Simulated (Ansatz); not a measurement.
This cell of InN (zinc blende) is off equilibrium:

```
InN
1.0
    0.00000     2.59269     2.38528
    2.59269     0.00000     2.38528
    2.59269     2.59269     0.00000
N In
1 1
Direct
  0.75000   0.75000   0.75000
  0.00000   0.00000   0.00000
```

The numbers are results of r2SCAN (plane waves to 500 eV, PAW, scalar-relativistic; Ansatz, an electronic-structure program), not measurements. k mesh 11×11×11 (Γ-centred), Fermi-Dirac smearing 0.05 eV. Energies are smeared free energies. Stress and pressure are positive under compression. With partly filled bands, the response to shear is sensitive to the k mesh, so small differences along c/a are uncertain. At this level the bands of InN touch or barely overlap; measurements give the solid a gap. InN was relaxed with its symmetry unable to fall.

Problem. Give the stress tensor in GPa and the pressure.

Solution. 
```
   -5.3      0.0      0.0
    0.0     -5.3      0.0
    0.0      0.0     -1.1
```
The pressure, a third of the trace, is -3.9 GPa.

Problem. It is the relaxed cell deformed to V/V₀ = 1.027, (c/a)/(c/a)₀ = 0.920, c along z, fractional positions held. What is its energy relative to the relaxed cell?

Solution. 17 meV/atom.

(A scan under strain: stresses follow from slopes of the energy per volume, elastic moduli from its curvatures.)
